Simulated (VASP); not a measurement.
# Si (Fd-3m) in VASP: notebook

One crystal, Si, is run at these levels: PBEsol, PBE; tasks: relaxation of cell and atoms, relaxation of the atoms.

All numbers are computed with VASP 6.6.1; they aren't measurements. Logs are shortened: lines on timing, memory, paths and dates and some standing lists are left out, and cuts for length are marked.

## 1. The crystal as given

The structure is cubic, space group Fd-3m (No. 227). Conventional cell: a = 5.307 Å, b = 5.307 Å, c = 5.307 Å, α = 90.00°, β = 90.00°, γ = 90.00°. Around Si (site symmetry -43m) lie 4 Si at 2.30 Å.

## 2. Relaxation of cell and atoms, PBEsol, target pressure 7.75 GPa, at which the enthalpy is minimised

INCAR reads:

```
SYSTEM = Si
PREC     = Accurate       ! precision mode
ENCUT    = 600            ! plane-wave cutoff, eV
EDIFF    = 1E-7           ! SCF threshold, eV
ISMEAR   = 0              ! smearing method
SIGMA    = 0.03           ! smearing width, eV
LREAL    = .FALSE.        ! projectors in reciprocal space
LASPH    = .TRUE.         ! aspherical terms in the spheres
NELM     = 80             ! most SCF steps
ALGO     = Normal         ! electronic algorithm
ISIF     = 3              ! what is computed and relaxed
LWAVE    = .FALSE.        ! write WAVECAR
LCHARG   = .FALSE.        ! write CHGCAR
GGA      = PS             ! functional
IBRION   = 2              ! ionic algorithm
NSW      = 90             ! ionic steps
EDIFFG   = -0.005         ! ionic threshold
PSTRESS  = 77.5
```

KPOINTS reads:

```
regular mesh
0
G
  10 10 10
  0 0 0
```

POSCAR reads:

```
Si                                      
1.0
   -0.0000000000      2.6536974645      2.6536974645
    2.6536974645      0.0000000000      2.6536974645
    2.6536974645      2.6536974645     -0.0000000000
  Si            
     2
Direct
     0.7500000000000000    0.7500000000000000    0.7500000000000000
     0.5000000000000000    0.5000000000000000    0.5000000000000000
```

Potentials or basis: VASP PAW PBE potentials, release 64 (Si).

Started as:

```
$ cat potpaw_PBE.64/Si/POTCAR > POTCAR
$ mpirun -np 1 vasp_std > vasp.out
```

OUTCAR:

```text
SYSTEM = Si
   PREC = Accurate
   ENCUT = 600
   EDIFF = 1E-7
   ISMEAR = 0
   LREAL = .FALSE.
   LASPH = .TRUE.
   NELM = 80
   ISIF = 3
   GGA = PS
   IBRION = 2
   NSW = 90
   EDIFFG = -0.005
   PSTRESS = 77.5

 ion  position               nearest neighbor table
   1  0.750  0.750  0.750-   2 2.30   2 2.30   2 2.30   2 2.30
   2  0.500  0.500  0.500-   1 2.30   1 2.30   1 2.30   1 2.30

  LATTYP: Found a face centered cubic cell.
 ALAT       =     5.3073949290

  Lattice vectors:

 A1 = (   0.0000000000,   2.6536974645,   2.6536974645)
 A2 = (   2.6536974645,   0.0000000000,   2.6536974645)
 A3 = (   2.6536974645,   2.6536974645,   0.0000000000)

Analysis of symmetry for initial positions (statically):
=====================================================================
 Subroutine PRICEL returns:
 Original cell was already a primitive cell.

 Routine SETGRP: Setting up the symmetry group for a
 face centered cubic supercell.

 Subroutine GETGRP returns: Found 48 space group operations
 (whereof 24 operations were pure point group operations)
 out of a pool of 48 trial point group operations.

The static configuration has the point symmetry T_d .
 The point group associated with its full space group is O_h .

Analysis of symmetry for dynamics (positions and initial velocities):
=====================================================================
 Subroutine PRICEL returns:
 Original cell was already a primitive cell.

 Routine SETGRP: Setting up the symmetry group for a
 face centered cubic supercell.

 Subroutine GETGRP returns: Found 48 space group operations
 (whereof 24 operations were pure point group operations)
 out of a pool of 48 trial point group operations.

The dynamic configuration has the point symmetry T_d .
 The point group associated with its full space group is O_h .

 Subroutine INISYM returns: Found 48 space group operations
 (whereof 24 operations are pure point group operations),
 and found     1 'primitive' translations

----------------------------------------------------------------------------------------

                                     Primitive cell

  volume of cell :      37.3753

  direct lattice vectors                    reciprocal lattice vectors
     0.000000000  2.653697464  2.653697464    -0.188416354  0.188416354  0.188416354
     2.653697464  0.000000000  2.653697464     0.188416354 -0.188416354  0.188416354
     2.653697464  2.653697464  0.000000000     0.188416354  0.188416354 -0.188416354

  length of vectors
[... 99 lines left out ...]
   IALGO  =     38    algorithm
   IMIX   =      4    mixing-type and parameters
     AMIX     =   0.40;   BMIX     =  1.00
     AMIX_MAG =   1.60;   BMIX_MAG =  1.00
  volume/ion in A,a.u.               =      18.69       126.11
  Fermi-wavevector in a.u.,A,eV,Ry     =   0.979287  1.850585 13.048034  0.959003
  Thomas-Fermi vector in A             =   2.110129
   LORBIT       =      0    0 simple, 1 ext, 2 COOP (PROOUT), +10 PAW based schemes
   GGA     = PS    functional components
   LHFCALC =     F    Hartree Fock is set to
   AEXX    =    0.0000 exact exchange contribution
   IVDW    =     0    specifies the selected vdW correction
   LEPSILON=     F    determine dielectric tensor
   LRPA    =     F    only Hartree local field effects (RPA)
 conjugate gradient relaxation of ions
 non-spin polarized calculation
 Gauss-broadening in eV      SIGMA  =   0.03
  energy-cutoff  :      600.00
  volume of cell :       37.38
 maximum number of plane-waves:      1267
 NGX is ok and might be reduce to    30
   NGX = 15   NGY = 15   NGZ = 15

--------------------------------------- Ionic step        1  -------------------------------------------

 number of electron       7.9999999 magnetization

 Free energy of the ion-electron system (eV)
  ---------------------------------------------------
  ext. energy  EPLUGINS =         0.00000000
  ---------------------------------------------------
  free energy    TOTEN  =       -11.42883127 eV

  energy without entropy =      -11.42883127  energy(sigma->0) =      -11.42883127

------------------------ aborting loop because EDIFF is reached ----------------------------------------

  FORCE on cell =-STRESS in cart. coord.  units (eV):
  Direction    XX          YY          ZZ          XY          YZ          ZX
  --------------------------------------------------------------------------------------
  -------------------------------------------------------------------------------------
  Total        1.8236552      1.8236552      1.8236552      0.0000000      0.0000000      0.0000000
  in kB       78.1752146     78.1752146     78.1752146      0.0000000      0.0000000      0.0000000
  external PRESSURE =       0.6752146 kB  Pullay stress =      77.5000000 kB
[... 63 lines left out ...]
--------------------------------------- Ionic step        3  -------------------------------------------

 number of electron       7.9999999 magnetization

 Free energy of the ion-electron system (eV)
  ---------------------------------------------------
  ext. energy  EPLUGINS =         0.00000000
  ---------------------------------------------------
  free energy    TOTEN  =       -11.42974586 eV

  energy without entropy =      -11.42974586  energy(sigma->0) =      -11.42974586

 E-fermi :   6.7001     XC(G=0):  -9.8180

 val. band max:        6.5051499082   @ k =   0.0000   0.0000   0.0000
 cond. band min:       6.8464862590   @ k =   0.4000   0.4000   0.0000
 fundamental gap:      0.3413363508
 Fermi energy:         6.7001415234

 k-point     1 :       0.0000    0.0000    0.0000
  band No.  band energies     occupation
      1      -5.9718      2.00000
      2       6.5051      2.00000
      3       6.5051      2.00000
      4       6.5051      2.00000
      5       9.0466      0.00000
      6       9.0466      0.00000
      7       9.0466      0.00000
      8      10.6277      0.00000
[... 243 lines left out ...]
 k-point    24 :       0.4000    0.3000    0.0000
  band No.  band energies     occupation
      1      -3.6677      2.00000
      2       0.9875      2.00000
      3       3.4124      2.00000
      4       3.8892      2.00000
      5       7.3588      0.00000
      6       8.5573      0.00000
      7      13.7530      0.00000
      8      13.7782      0.00000

 [... further k-points ...]

------------------------ aborting loop because EDIFF is reached ----------------------------------------

  FORCE on cell =-STRESS in cart. coord.  units (eV):
  Direction    XX          YY          ZZ          XY          YZ          ZX
  --------------------------------------------------------------------------------------
  -------------------------------------------------------------------------------------
  Total        1.8099534      1.8099534      1.8099534      0.0000000      0.0000000      0.0000000
  in kB       77.5487832     77.5487832     77.5487832      0.0000000      0.0000000      0.0000000
  external PRESSURE =       0.0487832 kB  Pullay stress =      77.5000000 kB
[... 21 lines left out ...]
  energy  without entropy=      -11.4297458567  energy(sigma->0) =      -11.42974586

  enthalpy is  TOTEN    =        -9.6209310825 eV   P V=        1.8088147742

 reached required accuracy - stopping structural energy minimisation
```

It took 15 s on 1 thread of Intel Xeon Platinum 8488C (Sapphire Rapids), shared host; peak memory 0.16 GiB.

Results:

```yaml
Free_energy: -11.4297 eV
Relaxed_volume: 18.70 Å³/atom
Relaxed_cell: a = 3.754 Å, b = 3.754 Å, c = 3.754 Å, α = 60.00°, β = 60.00°, γ = 60.00°
Space_group_after_relaxing_to_0.05_Å: Fd-3m (No. 227)
Energy_change_on_relaxing_the_enthalpy_is_what_falls: -0.5 meV/atom
Ionic_steps: 3
Pressure_after_relaxing: 7.8 GPa
Band_gap_on_the_k_mesh: 0.34 eV, indirect (least direct gap 2.54 eV)
```

The path:
```
step  energy change (eV)  largest force (eV/Å)  pressure (GPa)  volume (Å³)
   1              0.0000                0.0000            7.82        37.38
   2             -0.0021                0.0000            7.68        37.42
   3             -0.0009                0.0000            7.75        37.39
```

Final structure:
```xyz
2
Lattice="0.0000 2.6541 2.6541 2.6541 0.0000 2.6541 2.6541 2.6541 0.0000" Properties=species:S:1:pos:R:3 pbc="T T T"
Si    3.9812    3.9812    3.9812
Si    2.6541    2.6541    2.6541
```

Caveat: the cell is relaxed towards a set pressure, so the enthalpy falls and the energy may rise; the PAW data sets were made with another functional, which shifts forces and pressure a little. As with any semilocal functional, this PBEsol gap is likely too small.

## 3. Relaxation of cell and atoms, PBE

This run uses another cell than the first one, of 19.98 Å³/atom, 1.069 times its volume.

INCAR, as its differences from that of step 2:

```diff
@@ -3,3 +3,3 @@
 ENCUT    = 600            ! plane-wave cutoff, eV
-EDIFF    = 1E-7           ! SCF threshold, eV
+EDIFF    = 1E-6           ! SCF threshold, eV
 ISMEAR   = 0              ! smearing method
@@ -13,6 +13,5 @@
 LCHARG   = .FALSE.        ! write CHGCAR
-GGA      = PS             ! functional
+GGA      = PE             ! functional
 IBRION   = 2              ! ionic algorithm
 NSW      = 90             ! ionic steps
-EDIFFG   = -0.005         ! ionic threshold
-PSTRESS  = 77.5
+EDIFFG   = -0.01          ! ionic threshold
```

KPOINTS is that of step 2.

POSCAR reads:

```
Si
1.0
    0.0000000000      2.7135600000      2.7135600000
    2.7135600000      0.0000000000      2.7135600000
    2.7135600000      2.7135600000      0.0000000000
Si
2
Direct
    0.7500000000      0.7500000000      0.7500000000
    0.5000000000      0.5000000000      0.5000000000
```

Potentials or basis: VASP PAW PBE potentials, release 64 (Si).

Started as:

```
$ cat potpaw_PBE.64/Si/POTCAR > POTCAR
$ mpirun -np 1 vasp_std > vasp.out
```

It took 13 s on 1 thread of Intel Xeon 6975P-C (Granite Rapids), shared host; peak memory 0.17 GiB.

Results (log left out):

- Free energy: -10.8493 eV
- Relaxed volume: 20.44 Å³/atom
- Relaxed cell: a = 3.867 Å, b = 3.867 Å, c = 3.867 Å, α = 60.00°, β = 60.00°, γ = 60.00°
- Space group after relaxing (to 0.05 Å): Fd-3m (No. 227)
- Energy gained by relaxing: 3.0 meV/atom
- Ionic steps: 3
- Pressure after relaxing: 0.0 GPa
- Band gap on the k mesh: 0.62 eV, indirect (least direct gap 2.56 eV)

Step by step:
```csv
step,energy change (eV),largest force (eV/Å),pressure (GPa),volume (Å³)
1,0.0000,0.0000,2.15,39.96
2,-0.0033,0.0000,-1.34,41.53
3,-0.0060,0.0000,0.01,40.89
```

Final structure:
```cif
data_structure
_symmetry_space_group_name_H-M 'P 1'
_symmetry_Int_Tables_number 1
_cell_length_a 3.8669
_cell_length_b 3.8669
_cell_length_c 3.8669
_cell_angle_alpha 60.000
_cell_angle_beta 60.000
_cell_angle_gamma 60.000
_cell_volume 40.89
loop_
_atom_site_label
_atom_site_type_symbol
_atom_site_fract_x
_atom_site_fract_y
_atom_site_fract_z
_atom_site_occupancy
Si1 Si 0.75000 0.75000 0.75000 1
Si2 Si 0.50000 0.50000 0.50000 1
```

Levels at points of the mesh, in eV from the valence-band top:
```tsv
k point	band 2	band 3	band 4	band 5	band 6	band 7
(0.00, 0.00, 0.00)	0.00	0.00	0.00	2.56	2.56	2.56
(0.50, 0.00, 0.00)	-6.87	-1.18	-1.18	1.47	3.35	3.35
(0.50, 0.50, 0.00)	-7.75	-2.79	-2.79	0.75	0.75	9.94
```

A k mesh can miss the band edges. PBE usually gives volumes a little too large and moduli too small.

## 4. Relaxation of cell and atoms, PBE

This run uses another cell than the first one, of 20.44 Å³/atom, 1.094 times its volume.

INCAR, as its differences from that of step 3:

```diff
@@ -3,3 +3,3 @@
 ENCUT    = 600            ! plane-wave cutoff, eV
-EDIFF    = 1E-6           ! SCF threshold, eV
+EDIFF    = 1E-7           ! SCF threshold, eV
 ISMEAR   = 0              ! smearing method
@@ -16,2 +16,2 @@
 NSW      = 90             ! ionic steps
-EDIFFG   = -0.01          ! ionic threshold
+EDIFFG   = -0.005         ! ionic threshold
```

KPOINTS is that of step 3.

POSCAR reads:

```
Si                                      
1.0
    0.0000000000      2.7342968687      2.7342968687
    2.7342968687      0.0000000000      2.7342968687
    2.7342968687      2.7342968687      0.0000000000
  Si            
     2
Direct
     0.7500000000000000    0.7500000000000000    0.7500000000000000
     0.5000000000000000    0.5000000000000000    0.5000000000000000
```

Started as:

```
$ cat potpaw_PBE.64/Si/POTCAR > POTCAR
$ mpirun -np 1 vasp_std > vasp.out
```

Run time: 7.7 s. Hardware: 1 thread of Intel Xeon 6975P-C (Granite Rapids), shared host; peak memory 0.16 GiB.

It converged, with:

| Item | Value |
| --- | --- |
| Free energy | -10.8493 eV |
| Pressure after relaxing | 0.0 GPa |
| Band gap on the k mesh | 0.62 eV, indirect (least direct gap 2.56 eV) |

Final structure:
```
CELL_PARAMETERS angstrom
0.00000 2.73430 2.73430
2.73430 0.00000 2.73430
2.73430 2.73430 0.00000
ATOMIC_POSITIONS crystal
Si 0.75000 0.75000 0.75000
Si 0.50000 0.50000 0.50000
```

Levels at points of the mesh, in eV from the valence-band top:
```csv
k point,band 2,band 3,band 4,band 5,band 6,band 7
"(0.00, 0.00, 0.00)",0.00,0.00,0.00,2.56,2.56,2.56
"(0.50, 0.00, 0.00)",-6.87,-1.18,-1.18,1.47,3.35,3.35
"(0.50, 0.50, 0.00)",-7.75,-2.79,-2.79,0.75,0.75,9.94
```

Caveat: the relaxation stopped at its first step, so nothing moved. A k mesh can miss the band edges.

## 5. Relaxation of the atoms, PBE (a relaxed cell with its volume scaled by 0.94)

INCAR, as its differences from that of step 4:

```diff
@@ -10,3 +10,3 @@
 ALGO     = Normal         ! electronic algorithm
-ISIF     = 3              ! what is computed and relaxed
+ISIF     = 2              ! what is computed and relaxed
 LWAVE    = .FALSE.        ! write WAVECAR
@@ -15,3 +15,3 @@
 IBRION   = 2              ! ionic algorithm
-NSW      = 90             ! ionic steps
-EDIFFG   = -0.005         ! ionic threshold
+NSW      = 40             ! ionic steps
+EDIFFG   = -0.01          ! ionic threshold
```

KPOINTS is that of step 4.

POSCAR reads:

```
Si                                      
1.0
    0.0000000000      2.6784792297      2.6784792297
    2.6784792297      0.0000000000      2.6784792297
    2.6784792297      2.6784792297      0.0000000000
  Si            
     2
Direct
     0.7500000000000000    0.7500000000000000    0.7500000000000000
     0.5000000000000000    0.5000000000000000    0.5000000000000000
```

Started as:

```
$ cat potpaw_PBE.64/Si/POTCAR > POTCAR
$ mpirun -np 1 vasp_std > vasp.out
```

It took 8.8 s on 1 thread of Intel Xeon 6975P-C (Granite Rapids), shared host; peak memory 0.16 GiB.

The run converged. Its results:

- Free energy: -10.8036 eV
- Pressure after relaxing: 6.3 GPa
- Band gap on the k mesh: 0.51 eV, indirect (least direct gap 2.58 eV)

Final structure:
```
Si
1.0
     0.00000    2.67848    2.67848
     2.67848    0.00000    2.67848
     2.67848    2.67848    0.00000
Si
2
Direct
  0.75000 0.75000 0.75000
  0.50000 0.50000 0.50000
```

Levels at points of the mesh, in eV from the valence-band top:
```tsv
k point	band 2	band 3	band 4	band 5	band 6	band 7
(0.00, 0.00, 0.00)	0.00	0.00	0.00	2.58	2.58	2.58
(0.50, 0.00, 0.00)	-7.16	-1.23	-1.23	1.69	3.32	3.32
(0.50, 0.50, 0.00)	-7.95	-2.96	-2.96	0.63	0.63	10.47
```

Caveat: the relaxation stopped at its first step, so nothing moved.

## 6. Overview

| task | level | cell | target pressure | gap on the mesh (eV) | pressure (GPa) |
| --- | --- | --- | --- | --- | --- |
| relaxation of cell and atoms | PBEsol | relaxed to 7.75 GPa | 7.75 GPa | 0.34 | 7.8 |
| relaxation of cell and atoms | PBE | relaxed | - | 0.62 | 0.0 |
| relaxation of the atoms | PBE | atoms relaxed from: a relaxed cell with its volume scaled by 0.94 | - | 0.51 | 6.3 |

Alike in all rows: potentials or basis VASP PAW PBE potentials, release 64 (Si); no spin polarisation; k mesh 10 × 10 × 10; cutoff (eV) 600; smearing gaussian 0.03 eV.

Caveats: the relaxation stopped at its first step, so nothing moved (some runs); the cell is relaxed towards a set pressure, so the enthalpy falls and the energy may rise (some runs); the PAW data sets were made with another functional, which shifts forces and pressure a little (some runs).

Total energies depend on the potentials used, so only differences within one code and one set of settings carry meaning.
